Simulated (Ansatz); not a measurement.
Method: DFT PBE, scalar-relativistic, plane waves, PAW in Ansatz. Settings: cutoff 420 eV, Γ-centred meshes spaced at most about 0.3 Å⁻¹, and about 0.25 Å⁻¹ or finer for metals (2π included), Gaussian smearing. Cells run with spin keep no moment; the others have no spin polarisation.

All energies are static (0 K, no zero-point motion).

Question: Which of these relaxed structures of MoS is the lowest in energy?
A.

```
CELL_PARAMETERS angstrom
4.05432 0.00000 0.00000
-2.02716 3.51114 0.00000
0.00000 0.00000 4.96834
ATOMIC_POSITIONS crystal
Mo 0.33333 0.66667 0.25000
Mo 0.66667 0.33333 0.75000
S 0.33333 0.66667 0.75000
S 0.66667 0.33333 0.25000
```

B.

```
CELL_PARAMETERS angstrom
0.00000 2.47811 2.47811
2.47811 0.00000 2.47811
2.47811 2.47811 0.00000
ATOMIC_POSITIONS crystal
Mo 0.00000 0.00000 0.00000
S 0.50000 0.50000 0.50000
```

C.

```
CELL_PARAMETERS angstrom
3.20534 0.00000 0.00000
-1.60267 2.77591 0.00000
0.00000 0.00000 3.28122
ATOMIC_POSITIONS crystal
Mo 0.66667 0.33333 0.50000
S 0.33333 0.66667 0.00000
```

D.

```
CELL_PARAMETERS angstrom
4.96157 0.00000 0.00000
0.00000 4.96157 0.00000
0.00000 0.00000 4.96157
ATOMIC_POSITIONS crystal
Mo 0.09693 0.09693 0.09693
Mo 0.40307 0.90307 0.59693
Mo 0.59693 0.40307 0.90307
Mo 0.90307 0.59693 0.40307
S 0.81595 0.81595 0.81595
S 0.68405 0.18405 0.31595
S 0.31595 0.68405 0.18405
S 0.18405 0.31595 0.68405
```

E.

```
CELL_PARAMETERS angstrom
3.23221 0.00000 0.00000
-1.61610 2.79917 0.00000
0.00000 0.00000 6.45600
ATOMIC_POSITIONS crystal
Mo 0.00000 0.00000 0.00000
Mo 0.00000 0.00000 0.50000
S 0.33333 0.66667 0.25000
S 0.66667 0.33333 0.75000
```

Answer: D. The next of these, E, lies 22 meV/atom higher. Forms: D P2_13; E P6_3/mmc; C tungsten carbide type, P-6m2; A P6_3/mmc; B rock salt type, Fm-3m. Counting S atoms around Mo (those within 1.25 times the shortest such distance or 1.15 times the sum of covalent radii, 1.27 where that leaves under three): D has Mo 4; E has Mo 6; C has Mo 6; A has Mo 5; B has Mo 6. All come from invented guesses.

For metals, differences of a few meV/atom aren't resolved. Cells relaxed within their symmetry can be saddle points. Some types were kept out of the candidates beforehand, so the set may lack a known form.
